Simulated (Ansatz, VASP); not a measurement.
## Two plane-wave programs on Si

```
Si
1.0
     4.43846    0.00000    0.00000
    -2.21923    3.84382    0.00000
     0.00000    0.00000    2.59302
Si
3
Direct
  0.00000 0.00000 0.00000
  0.33333 0.66667 0.50000
  0.66667 0.33333 0.50000
```

Alike in both runs: functional PBE; k mesh 12 × 12 × 18; occupations gaussian, width 0.1 eV; no spin polarisation.

Ansatz relaxed the structure, and its values are those at the end. VASP's run is a single point on that final structure, the one shown.

|  | VASP | Ansatz |
| --- | --- | --- |
| version | VASP 6.6.1 | Ansatz 0.2.0 |
| potentials or method | VASP PAW PBE potentials, release 64 (Si) | scalar-relativistic, plane waves, PAW |
| plane-wave cutoff (eV) | 520 | 420 |
| valence electrons in the cell | 12 | 12 |

|  | VASP | Ansatz | Ansatz less VASP |
| --- | --- | --- | --- |
| gap on the k mesh at the Fermi level (eV) | none | none | - |
| pressure (GPa) | 0.0 | 0.0 | +0.03 |

A gap of «none» marks a metal or a gap that the smearing closes. With one functional, cell and mesh, what is left measures potentials, basis and numerics.
